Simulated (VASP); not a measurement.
Set up this calculation in VASP 6.6.1, as the native input.

- Task: relaxation of cell and atoms
- Functional: PBE
- Potentials or basis: VASP PAW PBE potentials, release 64 (Hf_pv, S)
- Cutoff: 600 eV
- k mesh: 4 × 4 × 4
- Occupations: gaussian, width 0.1 eV
- Spin: no spin polarisation
- Dipole correction: no
- Further INCAR settings: ALGO = Fast; EDIFF = 1e-06; IBRION = 2; EDIFFG = -0.04; NSW = 90; ISIF = 3

The structure of Hf7S lies in POSCAR:

```
Hf7S
1.0
    0.0000000000      4.1586647600      4.1586647600
    4.1586647600      0.0000000000      4.1586647600
    4.1586647600      4.1586647600      0.0000000000
Hf S
7 1
Direct
    0.5000000000      0.5000000000      0.5000000000
    0.0000000000      0.5000000000      0.0000000000
    0.5000000000      0.0000000000      0.0000000000
    0.0000000000      0.5000000000      0.5000000000
    0.5000000000      0.0000000000      0.5000000000
    0.0000000000      0.0000000000      0.5000000000
    0.5000000000      0.5000000000      0.0000000000
    0.0000000000      0.0000000000      0.0000000000
```

The cell was built by a generator and needn't be a form met in nature.

The cell isn't the ideal one: species swapped into the SbPt7 type (Fm-3m, No. 225).

One way to write it, as run:

INCAR

```
ALGO = Fast
EDIFF = 1E-6
EDIFFG = -0.04
ENCUT = 600
GGA = PE
IBRION = 2
ISIF = 3
ISMEAR = 0
LASPH = T
LCHARG = F
LREAL = F
LWAVE = F
NELM = 60
NSW = 90
PREC = Accurate
SIGMA = 0.1
```

KPOINTS

```
k-points
0
Gamma
  4 4 4
```

Potentials or basis: VASP PAW PBE potentials, release 64 (Hf_pv, S).

Run with:

```sh
$ cat potpaw_PBE.64/Hf_pv/POTCAR potpaw_PBE.64/S/POTCAR > POTCAR
$ mpirun -np 1 vasp_std > vasp.out
```

It gave:

```
Relaxed volume                         : 21.08 Å³/atom
Relaxed cell                           : a = 6.202 Å, b = 6.202 Å, c = 6.202 Å, α = 60.00°, β = 60.00°, γ = 60.00°
Space group after relaxing (to 0.05 Å) : Fm-3m (No. 225)
Energy gained by relaxing              : 183.5 meV/atom
Ionic steps                            : 4
Pressure after relaxing                : -0.1 GPa
Band gap on the k mesh                 : none (metal or under the smearing width)
```

Caveat: the volume moved by over 15 % at a fixed basis, so the end points are rough.

It took 5.2 min on 1 thread of Intel(R) Xeon(R) Platinum 8375C CPU @ 2.90GHz (Ice Lake), on a shared host, peak memory 0.35 GiB.
